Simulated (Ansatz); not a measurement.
Runs of Ansatz 0.2.0 on Si2Mo. The structure is hexagonal, space group P6_222 (No. 180). Conventional cell: a = 4.585 Å, b = 4.585 Å, c = 6.580 Å, α = 90.00°, β = 90.00°, γ = 120.00°. Around Mo (site symmetry 222) lie 10 Si at 2.57 to 2.67 Å. Si (site symmetry 2) is surrounded by 5 Si at 2.55 to 2.67 Å and 5 Mo at 2.57 to 2.67 Å. Measurements of this composition are mostly on another form, of space group No. 139.

```csv
task,level,cell,smearing,points for each segment of the path,gap on the mesh (eV),pressure (GPa),largest force (eV/Å)
single point,PBE,as given,gaussian 0.015 eV,-,0.27,(a),0.01
single point,PBEsol,"atoms moved at random, drawn with an rms of 0.05 Å",fermi-dirac 0.05 eV,-,0.05,-0.8,1.36
single point,PBEsol,as given,fermi-dirac 0.05 eV,-,0.26,-1.5,0.04
band structure,PBEsol,as given,fermi-dirac 0.05 eV,10,0.26,-1.5,0.04
relaxation of cell and atoms,BLYP+D4,relaxed,fermi-dirac 0.05 eV,-,0.27,0.0,-
```

Alike in all rows: potentials or basis Ansatz PAW; no spin polarisation; k mesh 7 × 7 × 4; cutoff (eV) 420.

Task: Fill in the values left out.

Result: (a) 3.5.

Caveats: odd divisions of the mesh miss points on the zone boundary, where band edges often lie, so the gap on the mesh can be too wide (some runs); the PAW data sets come from PBE, with cores solved anew for the run's functional, which leaves a small shift of forces and pressure (some runs); the k mesh misses the band edges, so the gap on the mesh is wider than the one along the path (some runs); the plane-wave basis is chosen anew once the cell has moved, so the energies of steps on either side of that aren't comparable (some runs).

A k mesh can miss the band edges, and the runs leave out spin-orbit coupling on Mo.
